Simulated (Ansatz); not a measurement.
# Pb in Ansatz: the effect of functional

The system is Pb.

```
Pb
1.0
     2.97658   -1.71459    0.00000
     2.97658    1.71459    0.00000
    -2.07228    0.00000    5.97080
Pb
2
Direct
  0.90851 0.90851 0.72629
  0.09149 0.09149 0.27371
```

This isn't the form of Pb at room conditions, which is fcc.

The cell isn't the ideal one: volume scaled by 0.94.

Alike in all runs:

| Quantity | Value |
| --- | --- |
| Program | Ansatz 0.2.0 |
| Task | single point |
| Potentials or basis | Ansatz PAW |
| k mesh | 9 × 9 × 5 |
| Occupations | fermi-dirac, width 0.05 eV |
| Spin | no spin polarisation |

One run gave: pressure -0.7 GPa; largest force 0.07 eV/Å. Which functional did it use?
A. PBEsol
B. LDA
C. r2SCAN

B.

```tsv
functional	cutoff	pressure (GPa)	largest force (eV/Å)
LDA	420 eV (not typed: the program's choice for these potentials)	-0.7	0.07
PBEsol	420 eV (not typed: the program's choice for these potentials)	0.9	0.04
r2SCAN	500 eV (not typed: the program's choice for these potentials)	2.6	0.04
```

Caveats: the PAW data sets come from PBE, with cores solved anew for the run's functional, which leaves a small shift of forces and pressure.
